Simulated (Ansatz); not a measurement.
# AlAs (F-43m)

These are results of DFT r2SCAN, scalar-relativistic, plane waves, PAW (Ansatz), not measurements.

Cutoff 500 eV; k points 8×8×8 on the computed 2-atom cell (Γ-centred); Gaussian smearing, width 0.02 eV; no spin polarisation.

The structure is relaxed at this level of theory with its symmetry kept.

Symmetry: F-43m, No. 216, cubic system. Conventional cell: a = 5.678 Å, b = 5.678 Å, c = 5.678 Å, α = 90.00°, β = 90.00°, γ = 90.00°. Around Al (site symmetry -43m) lie 4 As at 2.46 Å. As (site symmetry -43m) has 4 Al at 2.46 Å as nearest neighbours.

```
Volume per atom                                                                                                                             : 22.88 Å³
Formation energy from the elements' standard states (uncorrected)                                                                           : -0.624 eV/atom
Generalised Kohn–Sham band gap                                                                                                              : 1.81 eV, indirect from Γ to X
Löwdin character of the top 1 eV of the valence band                                                                                        : As 4p 79 %, Al 3p 18 %
Löwdin character of the lowest 1 eV of the conduction band                                                                                  : Al 3p 55 %, As 4s 15 %, Al 3s 9 %, As 4p 8 %, unprojected 13 %
Electron masses at the edge by Cartesian direction of the standard setting (m_e; degenerate bands sorted by energy; no spin-orbit coupling) : x: 0.82; y: 0.24; z: 0.24
Hole masses at the edge by Cartesian direction of the standard setting (m_e; degenerate bands sorted by energy; no spin-orbit coupling)     : x: 0.48, 0.48, 0.14; y: 0.48, 0.48, 0.14; z: 0.48, 0.48, 0.14
Bulk modulus                                                                                                                                : 76 GPa
Its pressure derivative                                                                                                                     : 4.2
Bader charges (e)                                                                                                                           : Al (1 in the cell) 2.08, As (1 in the cell) -2.08
```